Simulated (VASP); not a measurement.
Set up this calculation in VASP 6.6.1, as the native input.

```
Task                   : single point
Functional             : PBEsol
Potentials or basis    : VASP PAW PBE potentials, release 64 (In_d, P)
Cutoff                 : 520 eV
k mesh                 : 10 × 10 × 10
Occupations            : gaussian, width 0.05 eV
Spin                   : no spin polarisation
Dipole correction      : no
Further INCAR settings : ALGO = Fast; EDIFF = 1e-06; NBANDS = 16
```

The structure of InP lies in POSCAR:

```
InP
1.0
    0.0000000000      2.7841327528      2.7295419145
    2.7295419145      0.0000000000      2.7295419145
    2.7295419145      2.7841327528      0.0000000000
In P
1 1
Direct
    0.0000000000      0.0000000000      0.0000000000
    0.5000000000      0.5000000000      0.5000000000
```

Measurements of this composition are mostly on another form, of space group No. 216.

The cell isn't the ideal one: strain e2 = +0.02, atoms carried along.

One way to write it, as run:

INCAR

```
SYSTEM = InP
  ALGO = Fast
  EDIFF = 1E-6
  ENCUT = 520
  GGA = PS
  ISIF = 2
  ISMEAR = 0
  LASPH = .True.
  LCHARG = .True.
  LELF = .True.
  LREAL = .False.
  LVHAR = .True.
  LWAVE = .False.
  NBANDS = 16
  NELM = 100
  PREC = Accurate
  SIGMA = 0.05
```

KPOINTS

```
k-points
0
Gamma
  10 10 10
  0 0 0
```

Potentials or basis: VASP PAW PBE potentials, release 64 (In_d, P).

Launch:

```bash
$ cat potpaw_PBE.64/In_d/POTCAR potpaw_PBE.64/P/POTCAR > POTCAR
$ mpirun -np 1 vasp_std > vasp.out
```

Results of the run:

- Pressure: -1.5 GPa
- Band gap on the k mesh: none (metal or under the smearing width)

Caveat: the PAW data sets were made with another functional, which shifts forces and pressure a little.

Run time: 87 s on 1 thread of Intel(R) Xeon(R) Platinum 8259CL CPU @ 2.50GHz (Skylake/Cascade Lake), on a shared host, peak memory 0.21 GiB.
